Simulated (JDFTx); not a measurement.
Runs of JDFTx 1.7.0 (patched build) on Pt. It takes space group Fm-3m (No. 225, cubic). Conventional cell: a = 3.922 Å, b = 3.922 Å, c = 3.922 Å, α = 90.00°, β = 90.00°, γ = 90.00°. Around Pt (site symmetry m-3m) lie 12 Pt at 2.77 Å. 

```csv
potentials or basis,cutoff (eV),gap on the mesh (eV),pressure (GPa),relaxed volume (Å³/atom)
PseudoDojo-SR-PBE-0.5-stringent with smoothed tails,1143,none,0.0,15.61
Ansatz-NC-SR-PBE with smoothed tails,1143,none,0.0,(a)
SG15-PBE-1.2 with smoothed tails,1088,none,0.0,15.70
SPMS-PBE-1.0 with smoothed tails,1088,none,0.0,15.63
PseudoDojo-SR-PBE-0.5-standard with smoothed tails,1143,none,0.0,15.61
```

Alike in all rows: task relaxation of cell and atoms; level PBE; no spin polarisation; cell relaxed; k mesh 10 × 10 × 10; smearing fermi-dirac 0.05 eV.

Estimate the missing entries.

(a) 15.66.

A k mesh can miss the band edges, and the runs leave out spin-orbit coupling on Pt.

A gap of «none» marks a metal or a gap under the smearing width.
